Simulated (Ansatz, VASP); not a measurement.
## ZnS (Sphalerite) in two plane-wave programs

Wanted: the spread between two codes on one cell, functional and k mesh. The cell is taken from a series of VASP runs on this material, whose earlier steps may have relaxed, scaled or displaced it; both programs get it as it stands.

Calculated with Ansatz 0.2.0; plane waves, with VASP 6.6.1 beside it; elastic constants at LDA.

## Step 1: Starting point

The structure is cubic, space group F-43m (No. 216). The conventional cell has a = 5.302 Å, b = 5.302 Å, c = 5.302 Å, α = 90.00°, β = 90.00°, γ = 90.00°. Zn has 4 S at 2.30 Å nearest. Nearest to S lie 4 Zn at 2.30 Å. Farther neighbours and most contacts between anions are not listed.

## Step 2: Ansatz: elastic constants, LDA

Ansatz runs on its default PAW (the set named soft_2) files.

Elastic constants are differences of stresses under small strains, so they test the stress and the mesh.

The input, input.yaml:

```yaml
crystal:
  lattice:
    - [0.0, 2.6509680337, 2.6509680337]
    - [2.6509680337, 0.0, 2.6509680337]
    - [2.6509680337, 2.6509680337, 0.0]
  atoms:
    - { symbol: Zn, position: [0.0, 0.0, 0.0] }
    - { symbol: S, position: [0.75, 0.75, 0.75] }
hamiltonian:
  xc: lda
  pseudopotentials: { kind: paw }
kpoints:
  mp_grid: { grid: [8, 8, 8] }
scf:
  occupations: { method: gaussian, width: 0.03 }
elastic:
  mode: relaxed_ion
  stencil: two_point
output:
  forces: true
  stress: true
```

Command:

```sh
$ ansatz run input.yaml --threads 4 --pin off --max-ram 9216MiB --backend cpu --events-out ev --progress --plain --runs-dir out
```

Numbers of over 12 decimals in the logs are rounded to 6 here.

Output:

```text
Engine: ansatz 0.2.0, aarch64-unknown-linux-gnu
Pseudopotentials: kind: paw
Pseudopotential: Zn, paw, valence charge 12, recommended cutoff 420 eV (normal), Zn.paw.azcp
Pseudopotential: S, paw, valence charge 6, recommended cutoff 420 eV (normal), S.paw.azcp
Functional definition: SPW92
  exchange = slater_x
  correlation = pw_c
Crystal: 2 atoms, lattice volume = 37.260 Å³
Basis set: ecut = 420 eV, 725 PW (Γ)
Bands: 13, of which v1, the nominal top of the filled ones, is band 9 counted from 1 (8 counted from 0)
Symmetry: 24 space group operations
Space group: F-43m (ITA 216), of the structure as read, at distance tolerance 3.3e-5 Å
k-points: 29 of 512 (time reversal used)
Non-local potential: Zn, projectors of the file, l = 0: 2, l = 1: 2, l = 2: 3, l = 3: 1
Non-local potential: S, projectors of the file, l = 0: 2, l = 1: 2, l = 2: 2
PAW form: soft (Blöchl's): semilocal exchange-correlation on the pseudo side does not see the compensation charge
PAW frozen core: Zn, regenerated for the run's functional, and the local potential with it (the file was generated under x = pbe(κ = 0.804, μ = 0.219515), c = pbe(β = 0.066725))
PAW frozen core: S, regenerated for the run's functional, and the local potential with it (the file was generated under x = pbe(κ = 0.804, μ = 0.219515), c = pbe(β = 0.066725))
PAW one-centre angular grid: Zn, 590 points (default); XC on 64 Gauss nodes
PAW one-centre angular grid: S, 110 points (default); XC on 64 Gauss nodes
Initial density: superposition of atomic densities (neutral atoms: chi_scale 0, normalization atom), corrected by the library's trained network
Initial wavefunctions: pseudopotential atomic-orbital guess
Functional: x = slater, c = lda
SCF iter   1: F=—  HF=-4117.444766 eV  |F-HF|=—  |Δ(HF+E_count)|=         —  Δρ=7.13e-3  dr2=1.70e-2  ethr=1.77e-3  ⟨swp⟩=5.7  Hψ=2255  notcnv=0
preconditioner: auto → none  [insulator: Δε(μ)=2.045 eV  Ē_g=12.407 eV  σ=0.030 eV  W_gap=1.00  n_scr=14 (ndim 8)  ℏωp=25.8 eV  f_vac=0.018  D(μ)=0.00/eV (n_scr^D=0)  ε∞_Penn≈5.3]
SCF iter   2: F=—  HF=-4117.439279 eV  |F-HF|=—  |Δ(HF+E_count)|=   5.49e-3  Δρ=2.34e-3  dr2=9.70e-4  ethr=9.45e-5  ⟨swp⟩=3.0  Hψ=974  notcnv=0
SCF iter   3: F=—  HF=-4117.439003 eV  |F-HF|=—  |Δ(HF+E_count)|=   2.76e-4  Δρ=1.19e-3  dr2=2.30e-4  ethr=5.39e-6  ⟨swp⟩=2.1  Hψ=641  notcnv=0
SCF iter   4: F=—  HF=-4117.438991 eV  |F-HF|=—  |Δ(HF+E_count)|=   1.21e-5  Δρ=5.67e-4  dr2=8.80e-5  ethr=1.28e-6  ⟨swp⟩=2.0  Hψ=609  notcnv=0
SCF iter   5: F=—  HF=-4117.438944 eV  |F-HF|=—  |Δ(HF+E_count)|=   4.72e-5  Δρ=3.27e-5  dr2=4.27e-7  ethr=4.89e-7  ⟨swp⟩=2.0  Hψ=609  notcnv=0
SCF iter   6: F=—  HF=-4117.438945 eV  |F-HF|=—  |Δ(HF+E_count)|=   1.01e-6  Δρ=8.53e-6  dr2=1.23e-8  ethr=2.37e-9  ⟨swp⟩=2.4  Hψ=646  notcnv=0
SCF iter   7: F=—  HF=-4117.438945 eV  |F-HF|=—  |Δ(HF+E_count)|=   4.19e-9  Δρ=1.47e-6  dr2=3.32e-10  ethr=6.86e-11  ⟨swp⟩=2.1  Hψ=556  notcnv=0
SCF iter   8: F=—  HF=-4117.438945 eV  |F-HF|=—  |Δ(HF+E_count)|=  1.91e-11  Δρ=7.77e-8  dr2=1.51e-12  ethr=1.84e-12  ⟨swp⟩=2.0  Hψ=607  notcnv=0
SCF iter   9: F=-4117.438945 eV  HF=-4117.438945 eV  |F-HF|=9.09e-13  |Δ(HF+E_count)|=    0.00e0  Δρ=1.17e-8  dr2=2.98e-14  ethr=1.00e-12  ⟨swp⟩=4.9  Hψ=1358  notcnv=0
SCF 1 converged in 9 iterations: F = -4117.438945 eV  dr2 = 2.98e-14
  greatest PAW one-centre occupation: 0.983 electrons in one spin orbital (limit 2), on the Zn atom at site 0 (counted from 0), in its partial waves of l = 2
Crystal: 2 atoms, lattice volume = 37.186 Å³
Symmetry: 8 space group operations
k-points: 59 of 512 (time reversal used)
Initial density: handed on by an earlier stage of this run
Initial wavefunctions: those handed on with the density
iter 1 solved again at ethr=3.83e-8 eV; its pass at ethr=3.10e-3 eV (dr2=6.90e-6 eV) is discarded
SCF iter   1: F=—  HF=-4117.439012 eV  |F-HF|=—  |Δ(HF+E_count)|=         —  Δρ=1.41e-4  dr2=6.21e-6  ethr=3.83e-8  ⟨swp⟩=2.4  Hψ=5372  notcnv=0
preconditioner: auto → none  [insulator: Δε(μ)=2.117 eV  Ē_g=12.428 eV  σ=0.030 eV  W_gap=1.00  n_scr=14 (ndim 8)  ℏωp=25.8 eV  f_vac=0.011  D(μ)=0.00/eV (n_scr^D=0)  ε∞_Penn≈5.3]
SCF iter   2: F=—  HF=-4117.439011 eV  |F-HF|=—  |Δ(HF+E_count)|=   1.47e-6  Δρ=4.84e-5  dr2=7.90e-7  ethr=3.45e-8  ⟨swp⟩=2.7  Hψ=1250  notcnv=0
SCF iter   3: F=—  HF=-4117.439010 eV  |F-HF|=—  |Δ(HF+E_count)|=   5.38e-7  Δρ=4.28e-5  dr2=3.52e-7  ethr=4.39e-9  ⟨swp⟩=2.0  Hψ=1239  notcnv=0
SCF iter   4: F=—  HF=-4117.439010 eV  |F-HF|=—  |Δ(HF+E_count)|=   9.75e-8  Δρ=6.14e-6  dr2=8.13e-9  ethr=1.96e-9  ⟨swp⟩=2.1  Hψ=1130  notcnv=0
SCF iter   5: F=—  HF=-4117.439010 eV  |F-HF|=—  |Δ(HF+E_count)|=   3.91e-9  Δρ=1.85e-6  dr2=6.10e-10  ethr=4.52e-11  ⟨swp⟩=2.0  Hψ=1240  notcnv=0
SCF iter   6: F=—  HF=-4117.439010 eV  |F-HF|=—  |Δ(HF+E_count)|=  8.19e-12  Δρ=2.08e-7  dr2=6.83e-12  ethr=3.39e-12  ⟨swp⟩=2.1  Hψ=1244  notcnv=0
SCF iter   7: F=-4117.439010 eV  HF=-4117.439010 eV  |F-HF|=0.00e0  |Δ(HF+E_count)|=  1.82e-12  Δρ=1.75e-8  dr2=6.67e-14  ethr=1.00e-12  ⟨swp⟩=3.1  Hψ=3266  notcnv=0
SCF 2 converged in 7 iterations: F = -4117.439010 eV  dr2 = 6.67e-14
Crystal: 2 atoms, lattice volume = 37.335 Å³
iter 1 solved again at ethr=4.14e-10 eV; its pass at ethr=3.10e-3 eV (dr2=7.45e-8 eV) is discarded
[...]
SCF iter   6: F=—  HF=-4117.438909 eV  |F-HF|=—  |Δ(HF+E_count)|=   1.22e-8  Δρ=2.97e-6  dr2=1.83e-9  ethr=1.57e-10  ⟨swp⟩=2.0  Hψ=1995  notcnv=0
SCF iter   7: F=—  HF=-4117.438909 eV  |F-HF|=—  |Δ(HF+E_count)|=  5.15e-10  Δρ=5.03e-7  dr2=5.12e-11  ethr=1.01e-11  ⟨swp⟩=2.1  Hψ=1859  notcnv=0
SCF iter   8: F=—  HF=-4117.438909 eV  |F-HF|=—  |Δ(HF+E_count)|=  1.55e-11  Δρ=1.07e-7  dr2=4.23e-12  ethr=2.84e-13 (applied; sched 1.00e-12)  ⟨swp⟩=2.0  Hψ=1956  notcnv=0
SCF iter   9: F=-4117.438909 eV  HF=-4117.438909 eV  |F-HF|=1.82e-12  |Δ(HF+E_count)|=  9.09e-13  Δρ=1.49e-8  dr2=4.79e-14  ethr=1.00e-12  ⟨swp⟩=3.0  Hψ=5338  notcnv=0
SCF 4 converged in 9 iterations: F = -4117.438909 eV  dr2 = 4.79e-14
relax step   1: F+E_penalty+E_count = -4117.43890911 eV  Δ(F+E_penalty+E_count) = +0.000e0 eV  max|allowed force component| = 1.321e-2 eV/Å  Δτ_max = 0.0000 Å  (9 SCF iters, accepted)
[...]
relax step   2: F+E_penalty+E_count = -4117.43891607 eV  Δ(F+E_penalty+E_count) = -6.953e-6 eV  max|allowed force component| = 9.075e-3 eV/Å  Δτ_max = 0.0003 Å  (7 SCF iters, accepted)
[...]
relax step   3: F+E_penalty+E_count = -4117.43892227 eV  Δ(F+E_penalty+E_count) = -6.208e-6 eV  max|allowed force component| = 5.044e-8 eV/Å  Δτ_max = 0.0007 Å  (7 SCF iters, accepted)
[...]
relax step   1: F+E_penalty+E_count = -4117.43890912 eV  Δ(F+E_penalty+E_count) = +0.000e0 eV  max|allowed force component| = 1.321e-2 eV/Å  Δτ_max = 0.0000 Å  (9 SCF iters, accepted)
[...]
relax step   2: F+E_penalty+E_count = -4117.43892228 eV  Δ(F+E_penalty+E_count) = -1.316e-5 eV  max|allowed force component| = 3.411e-8 eV/Å  Δτ_max = 0.0010 Å  (8 SCF iters, accepted)
iter 1 solved again at ethr=1.00e-12 eV; its pass at ethr=3.10e-3 eV (dr2=9.37e-15 eV) is discarded
SCF iter   1: F=—  HF=-4117.438922 eV  |F-HF|=—  |Δ(HF+E_count)|=         —  Δρ=2.75e-9  dr2=9.53e-16  ethr=1.00e-12  ⟨swp⟩=2.1  Hψ=8356  notcnv=0
SCF iter   2: F=-4117.438922 eV  HF=-4117.438922 eV  |F-HF|=0.00e0  |Δ(HF+E_count)|=    0.00e0  Δρ=1.38e-9  dr2=3.22e-16  ethr=1.00e-12  ⟨swp⟩=4.0  Hψ=4059  notcnv=0
SCF 10 converged in 2 iterations: F = -4117.438922 eV  dr2 = 3.22e-16
SCF converged after 9 iterations
Free energy (F): -4117.438945 eV
Harris-Foulkes:  -4117.438945 eV  (|F-HF|=9.09e-13)
Internal energy: -4117.438945 eV  (E = F + TS)
E sigma→0 (E₀):  -4117.438945 eV
Fermi energy:    7.331771 eV
--- Per-component energies (eV) ---
  E_band       = 8.331927
  E_kinetic    = 240.173854
  E_local      = -2008.312814  (includes V_loc(G=0)·N_el)
  E_nonlocal   = 645.950892
  E_hartree    = 837.820941
  E_xc         = -232.553929
  E_vxc        = -142.258385  (∫ρ·V_xc dr)
  E_paw        = -2324.720625  (= ΣΔE_a)
  E_vpaw       = -402.863133  (= ΣTr[D̂ρ^β])
  E_aug_tail   = -0.000365  (compensation charges beyond the density's cutoff)
  E_ewald      = -1277.507238
  E_core_change = 1.710339  (= ΣΔE_core)
  E_smearing   = -0.000000  (= −TS)
  E_closure    = 0.000000  (closes the sum)
  Σ components = -4117.438945   (vs F -4117.438945, Δ=0.00e0)
--- Forces (eV/Å), atoms counted from 1 ---
  atom   1  Zn    -0.00000000    -0.00000000     0.00000000
  atom   2  S      0.00000000    -0.00000000    -0.00000000
  max |Σ_I F_I| component: 3.70e-17 eV/Å
--- Stress (GPa, compression-positive) ---
       -0.253296       0.000000      -0.000000
       -0.000000      -0.253296       0.000000
       -0.000000       0.000000      -0.253296
  P = ⅓ Tr σ = -0.2533 GPa (-2.533 kbar)
--- Band table (eV; the first three rows and the last of 29) ---
  k-point 0: bands = [... 5 lower, 0.0969, 6.2755, 6.2755, 6.2755, 8.3876, 12.4493, 12.4493, 12.4493]
  k-point 1: bands = [... 5 lower, 0.0947, 5.0744, 6.1090, 6.1090, 9.2302, 12.3842, 12.7232, 12.7232]
  k-point 2: bands = [... 5 lower, 0.0981, 3.2302, 5.7506, 5.7506, 9.6982, 13.1135, 13.1135, 13.1419]
  k-point 28: bands = [... 5 lower, 0.5688, 1.3161, 3.1832, 3.2758, 11.7806, 12.4183, 14.0550, 14.2371]
--- Elastic constants: 2 strain directions × 2 members + reference (group order 24) ---
  dense FFT box of the reference and of every strained cell: 27×27×27
  strains applied: 11, 23; error gains: componentwise 1.00 (the most a stress slope's error grows in a printed constant), spectral 1.73 (1 for all six strains in a standard setting)
  C = ∂σ_k/∂η_j (tension-positive GPa; Voigt order 11 22 33 23 13 12):
       115.720     70.216     70.216      0.000      0.000      0.000
        70.216    115.720     70.216      0.000     -0.000     -0.000
        70.216     70.216    115.720      0.000     -0.000     -0.000
        -0.000      0.000      0.000     52.026     -0.000     -0.000
        -0.000     -0.000      0.000      0.000     52.026      0.000
        -0.000      0.000      0.000     -0.000      0.000     52.026
  reference stress σ⁰ (GPa):      0.253      0.253      0.253     -0.000      0.000     -0.000
  C* (energy form; C + prestress term) asymmetry max|C*_kj − C*_jk| = 1.421e-14 GPa — a small one proves nothing (zero by symmetry where the batch's group is 432, −43m or m−3m); a large one is finite-difference/SCF noise where every solve meets its electron count
  moduli (Voigt/Reuss/Hill, GPa): K = 85.38/85.38/85.38   G = 40.32/34.35/37.33   E = 97.75   ν = 0.309
  mechanically stable: yes (min eigenvalue of sym C = 45.50 GPa)
  strain η (Voigt 11):  stress-route row diagonal C_11 = 115.72 GPa, energy-path curvature d²(F+E_count+ΔE)/dδ²/Ω₀ = 115.96 GPa
         δ    σ_11 (GPa)             F (eV)   n_scf  n_hpsi   n_pw
    -2.000e-3       0.0214       -4117.4390103       7   15299    743   relax 0 steps, max|allowed force component| 5.55e-17 eV/Å
     2.000e-3       0.4843       -4117.4387720       5   11988    745   relax 0 steps, max|allowed force component| 5.55e-17 eV/Å
  strain η (Voigt 23):  stress-route row diagonal C_44 = 52.03 GPa, energy-path curvature d²(F+E_count+ΔE)/dδ²/Ω₀ = 52.15 GPa
         δ    σ_23 (GPa)             F (eV)   n_scf  n_hpsi   n_pw
    -2.000e-3      -0.1041       -4117.4389223       2   13430    745   relax 3 steps, max|allowed force component| 5.04e-8 eV/Å
     2.000e-3       0.1040       -4117.4389223       2   13309    745   relax 2 steps, max|allowed force component| 3.41e-8 eV/Å
```

Run time: 17 s. Hardware: 4 threads of Arm Neoverse N1, shared host; peak memory 0.38 GiB.

(Continued in part 2 of 2.)

[Lines on the potential files, build, host, timing and source positions are cut from VASP's logs without a mark.]

[Logs are printed without paths, hosts, clocks, repeated set-up lines and the standing remarks that a program may print on its own settings, such as how far it seeks lower states.]

[Hosts, paths, dates, database ids (printed as entryN), source tags and the programs' standing remarks are cut or masked in the printed files.]
